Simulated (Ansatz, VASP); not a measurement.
# One calculation of Ag, two programs

File POSCAR:

```
Ag
1.0
    2.9361301497      0.0000000000      0.0000000000
   -1.4680650749      2.5427632986      0.0000000000
    0.0000000000      0.0000000000      9.2730000000
Ag
4
Direct
    0.3333333333      0.6666666667      0.2500000000
    0.6666666667      0.3333333333      0.7500000000
    0.0000000000      0.0000000000      0.0000000000
    0.0000000000      0.0000000000      0.5000000000
```

Contents of INCAR.step1:

```
SYSTEM = Ag
PREC = Accurate ; ENCUT = 520
ISMEAR = 0 ; SIGMA = 0.1
LREAL = .False. ; LASPH = .True.
NELM = 100 ; NBANDS = 30
GGA = PE ; ALGO = Normal
EDIFF = 1E-4 ; LWAVE = .True.
LCHARG = .False.
```

INCAR.step2

```
SYSTEM = Ag
PREC = Accurate ; ENCUT = 520
EDIFF = 1E-6 ; ISMEAR = 0
SIGMA = 0.1 ; LREAL = .False.
LASPH = .True. ; NELM = 100
ALGO = Normal ; ISIF = 2
LWAVE = .False. ; LCHARG = .False.
METAGGA = R2SCAN ; LMIXTAU = .True.
NBANDS = 30 ; ISTART = 1
```

File KPOINTS:

```
regular mesh
0
Gamma
  18 18 4
  0 0 0
```

Input for Ansatz:

```yaml
crystal:
  lattice:
    - [2.9361301497, 0.0, 0.0]
    - [-1.4680650749, 2.5427632986, 0.0]
    - [0.0, 0.0, 9.273]
  atoms:
    - { symbol: Ag, position: [0.3333333333, 0.6666666667, 0.25] }
    - { symbol: Ag, position: [0.6666666667, 0.3333333333, 0.75] }
    - { symbol: Ag, position: [0.0, 0.0, 0.0] }
    - { symbol: Ag, position: [0.0, 0.0, 0.5] }
basis:
  ecutwfc: 500
kpoints:
  mp_grid: { grid: [18, 18, 4] }
hamiltonian:
  xc: r2scan
scf:
  occupations: { method: gaussian, width: 0.1 }
output:
  forces: true
  stress: true
  eigenvalues: true
  populations: true
```

Alike in both runs: task single point; functional r2SCAN; k mesh 18 × 18 × 4; occupations gaussian, width 0.1 eV; no spin polarisation.

|  | VASP | Ansatz |
| --- | --- | --- |
| version | VASP 6.6.1 | Ansatz 0.2.0 |
| potentials or method | VASP PAW PBE potentials, release 64 (Ag) | scalar-relativistic, plane waves, PAW |
| plane-wave cutoff (eV) | 520 | 500 |
| valence electrons in the cell | 44 | 76 |

|  | VASP | Ansatz | Ansatz less VASP |
| --- | --- | --- | --- |
| gap on the k mesh at the Fermi level (eV) | none | none | - |
| pressure (GPa) | 0.2 | 0.1 | -0.13 |
| largest component of the traceless stress (GPa) | 2.15 | 2.11 | -0.033 |

A gap of «none» marks a metal or a gap that the smearing closes. The two sets of potentials don't hold the same shells in valence.

Caveats: the PAW data sets were made with another functional, which shifts forces and pressure a little (VASP).
